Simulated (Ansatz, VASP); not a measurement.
**ZnAu: VASP beside Ansatz**

Contents of INCAR:

```
SYSTEM = ZnAu
PREC = Accurate
ENCUT = 520
EDIFF = 1E-7
ISMEAR = -1
SIGMA = 0.15
LREAL = .FALSE.
LASPH = .TRUE.
NELM = 80
ALGO = Normal
ISIF = 2
LWAVE = .FALSE.
LCHARG = .TRUE.
GGA = B5
ALDAX = 1.0
AGGAX = 1.0
AGGAC = 1.0
ALDAC = 0.0
LELF = .TRUE.
LVHAR = .TRUE.
NBANDS = 18
```

KPOINTS

```
Automatic mesh
0
G
  10 10 10
  0 0 0
```

Contents of POSCAR:

```
ZnAu
1.0
    3.1470000000      0.0000000000      0.0000000000
    0.0000000000      3.1470000000      0.0000000000
    0.0000000000      0.0000000000      3.1470000000
Zn Au
1 1
Direct
    0.5000000000      0.5000000000      0.5000000000
    0.0000000000      0.0000000000      0.0000000000
```

Input for Ansatz:

```yaml
crystal:
  lattice:
    - [3.147, 0.0, 0.0]
    - [0.0, 3.147, 0.0]
    - [0.0, 0.0, 3.147]
  atoms:
    - { symbol: Zn, position: [0.5, 0.5, 0.5] }
    - { symbol: Au, position: [0.0, 0.0, 0.0] }
basis:
  ecutwfc: 450.0
kpoints:
  mp_grid:
    grid: [10, 10, 10]
hamiltonian:
  xc: blyp
  pseudopotentials:
    kind: paw
scf:
  occupations:
    method: fermi_dirac
    width: 0.15
output:
  stress: true
```

Alike in both runs: task single point; functional BLYP; k mesh 10 × 10 × 10; occupations fermi-dirac, width 0.15 eV; no spin polarisation.

```csv
,VASP,Ansatz
version,VASP 6.6.1,Ansatz 0.2.0
potentials or method,"VASP PAW PBE potentials, release 64 (Zn, Au)","plane waves, PAW"
plane-wave cutoff (eV),520,450
valence electrons in the cell,23,31
```

VASP gave:

* pressure (GPa): 14.4

Problem. What did Ansatz give for the same quantities?

Solution. Pressure (GPa): 13.7.

With one functional, cell and mesh, what is left measures potentials, basis and numerics. The two sets of potentials don't hold the same shells in valence.

Caveats: the PAW data sets were made with another functional, which shifts forces and pressure a little (VASP). Spin-orbit coupling is left out, which matters for the levels of Au.
